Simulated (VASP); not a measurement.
Computed with LDA (Ceperley-Alder, Perdew-Zunger), VASP's LDA PAW potentials (set 64) (plane waves; VASP).

VASP ran on this input.

### KPOINTS
```
k-points along high-symmetry lines
15
Line-mode
Reciprocal
  0.000000   0.000000   0.000000 ! GAMMA
  0.000000   0.500000   0.000000 ! X

  0.000000   0.500000   0.000000 ! X
  0.500000   0.500000   0.000000 ! M

  0.500000   0.500000   0.000000 ! M
  0.000000   0.000000   0.000000 ! GAMMA

  0.000000   0.000000   0.000000 ! GAMMA
  0.500000   0.500000   0.500000 ! R

  0.500000   0.500000   0.500000 ! R
  0.000000   0.500000   0.000000 ! X

  0.500000   0.500000   0.500000 ! R
  0.500000   0.500000   0.000000 ! M
```

INCAR:
```
LMAXMIX=4   # l cut-off of mixed one-centre charges
EDIFF=1E-7
NELM=100   # most electronic steps
ALGO=Normal   # blocked Davidson
ENCUT=400
SYSTEM=CsBr
LCHARG=.FALSE.
LWAVE=.FALSE.
LASPH=.TRUE.   # aspherical one-centre terms
ISMEAR=0
ICHARG=11   # fixed density
LORBIT=11
SIGMA=0.05
PREC=Accurate
LREAL=.FALSE.   # projection in real space or not
```

File POSCAR:
```
CsBr
1
    4.1455370516     0.0000000000     0.0000000000
    0.0000000000     4.1455370516     0.0000000000
    0.0000000000     0.0000000000     4.1455370516
Cs Br
1 1
Direct
  0.0000000000   0.0000000000   0.0000000000
  0.5000000000   0.5000000000   0.5000000000
```

POTCAR, in this order: Cs_sv Br (LDA.64 set). Program: vasp_std. Read from the step before: CHGCAR.

Output

### OSZICAR
```
       N       E                     dE             d eps       ncg     rms          rms(c)
DAV:   1     0.812745855505E+02    0.81275E+02   -0.59623E+03  2160   0.942E+02
DAV:   2    -0.117433689299E+01   -0.82449E+02   -0.76727E+02  3160   0.169E+02
DAV:   3    -0.679364570801E+01   -0.56193E+01   -0.55978E+01  2648   0.502E+01
DAV:   4    -0.684545577517E+01   -0.51810E-01   -0.51790E-01  2536   0.573E+00
DAV:   5    -0.684595645601E+01   -0.50068E-03   -0.50063E-03  2628   0.533E-01
DAV:   6    -0.684596598346E+01   -0.95274E-05   -0.95271E-05  2604   0.659E-02
DAV:   7    -0.684596623771E+01   -0.25425E-06   -0.25424E-06  2592   0.914E-03
DAV:   8    -0.684596624530E+01   -0.75934E-08   -0.76148E-08  2176   0.141E-03
   1 F= -.68459662E+01 E0= -.68459662E+01  d E =-.260699E-11
```

File OUTCAR:
```
 val. band max:        0.1845326859   @ k =   0.0000   0.0000   0.0000

 cond. band min:       4.6919140329   @ k =   0.0000   0.0000   0.0000



 k-point     1 :       0.0000    0.0000    0.0000
  band No.  band energies     occupation
      1     -19.4641      2.00000
      2     -12.3749      2.00000
      3      -6.0041      2.00000
      4      -6.0041      2.00000
      5      -6.0041      2.00000
      6       0.1845      2.00000
      7       0.1845      2.00000
      8       0.1845      2.00000
      9       4.6919      0.00000
     10       4.6919      0.00000
     11       4.7251      0.00000
     12       9.5035      0.00000

 k-point     2 :       0.0000    0.0357    0.0000
  band No.  band energies     occupation
      1     -19.4630      2.00000
      2     -12.3755      2.00000
      3      -6.0112      2.00000
      4      -6.0021      2.00000
      5      -6.0021      2.00000
      6       0.1546      2.00000
      7       0.1806      2.00000
      8       0.1806      2.00000
      9       4.7011      0.00000
     10       4.7274      0.00000
     11       4.7656      0.00000
     12       9.5038      0.00000

 k-point     3 :       0.0000    0.0714    0.0000
  band No.  band energies     occupation
      1     -19.4599      2.00000
      2     -12.3773      2.00000
      3      -6.0322      2.00000
      4      -5.9962      2.00000
      5      -5.9962      2.00000
      6       0.0692      2.00000
      7       0.1689      2.00000
      8       0.1689      2.00000
      9       4.7288      0.00000
     10       4.8312      0.00000
     11       4.8845      0.00000
     12       9.4688      0.00000

 k-point     4 :       0.0000    0.1071    0.0000
  band No.  band energies     occupation
      1     -19.4548      2.00000
      2     -12.3801      2.00000
      3      -6.0653      2.00000
      4      -5.9867      2.00000
      5      -5.9867      2.00000
      6      -0.0612      2.00000
      7       0.1499      2.00000
...
```

The density is held fixed in this step, so its total energy and stress have no physical meaning. Unless said otherwise, spin-orbit coupling is left out, though it shifts the bands of the heavy elements here.

The compound is CsBr in the CsCl type structure. It was relaxed first, which changed the volume by -10 %.
